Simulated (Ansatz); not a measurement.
MgI2, 3R-MoS2 type, relaxed with r2SCAN+rVV10, was run in Ansatz 0.2.0 under altered settings. All numbers are computed, without spin polarisation but where a row says otherwise.

```yaml
crystal:
  lattice:
    - [2.02748, 1.17056, 7.25542]
    - [-2.02748, 1.17056, 7.25542]
    - [0.00000, -2.34113, 7.25542]
  atoms:
    - { symbol: Mg, position: [0.99999, 0.99999, 0.99999] }
    - { symbol: I, position: [0.41792, 0.41792, 0.41792] }
    - { symbol: I, position: [0.24876, 0.24876, 0.24876] }
```

The base run's other keys:
```yaml
kpoints:
  mp_grid: { grid: [4, 4, 4] }
hamiltonian:
  xc: hse06
scf:
  occupations: { method: fixed }
  n_extra_bands: 4
```

It takes 16 iterations with 2017 plane waves at 420 eV and 13 k points, and leaves a mean stress of +0.56 GPa. The gap over this mesh is 3.622 eV. It ran on 4 threads of Arm Neoverse N1, with other jobs on the host.

Outcomes, with energy and stress as changes against the base:
```tsv
setting	outcome	ΔF (meV/atom)	Δ mean stress (GPa)	gap on the mesh (eV)	iterations	wall time
PBE hybrid, exx coeff 1.0, omega 0.1 1/Å	converged	–	-2.0	7.745	27	67 s
hamiltonian.xc: r2scan50 (cutoff then 500 eV)	converged	–	-0.6	6.034	22	84 s
```
A dash marks a value that wasn't obtained or can't be compared. Stress is positive in compression. The base took 46 s.

- PBE hybrid, exx coeff 1.0, omega 0.1 1/Å. That is 100 % exact exchange, screened with ω = 0.1 1/Å, against HSE06's 25 % screened at 0.208 1/Å. The mean stress moves by -2.0 GPa and the gap on the mesh by +4.123 eV (to 7.745). Totals of different functionals aren't comparable. The program warns that on this mesh the truncation of the exchange isn't bounded, so part of the change can be an error of the mesh.
- hamiltonian.xc: r2scan50. The cutoff follows the functional, from 420 to 500 eV. The mean stress moves by -0.6 GPa and the gap on the mesh by +2.412 eV (to 6.034). It's another functional on the same cell, so totals aren't comparable.

Spin-orbit coupling is left out, which matters wherever the heavy atoms make up the band edges.

The stress of a hybrid is loosely converged in these runs.
